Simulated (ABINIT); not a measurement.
Runs of ABINIT 10.8.3 (patched build) on ZnS (Wurtzite-2H). It takes space group P6_3mc (No. 186, hexagonal). The conventional cell has a = 3.811 Å, b = 3.811 Å, c = 6.234 Å, α = 90.00°, β = 90.00°, γ = 120.00°. Zn (site symmetry 3m) is surrounded by 4 S at 2.31 to 2.40 Å. S (site symmetry 3m) has 4 Zn at 2.31 to 2.40 Å as nearest neighbours. 

```csv
task,level,potentials or basis,k mesh,gap on the mesh (eV),largest force (eV/Å)
band structure,WC,JTH PAW PBE v2.0,8 × 8 × 5,2.07,0.30
single point,LDA,JTH PAW LDA v2.0,6 × 6 × 4,1.97,0.29
band structure,LDA-PZ,JTH PAW LDA v2.0,8 × 8 × 5,1.97,0.29
single point,PBEsol,JTH PAW PBE v2.0,10 × 10 × 6,(a),0.30
band structure,revPBE,JTH PAW PBE v2.0,8 × 8 × 5,2.36,0.32
```

Alike in all rows: no spin polarisation; cell as given; cutoff (eV) 544; smearing fermi-dirac 0.05 eV.

Problem. Estimate the missing entries.

Solution. (a) 2.09.

Caveats: the PAW data sets were made with another functional, which shifts forces and pressure a little (some runs).

Runs at the PBE level aren't shown here.
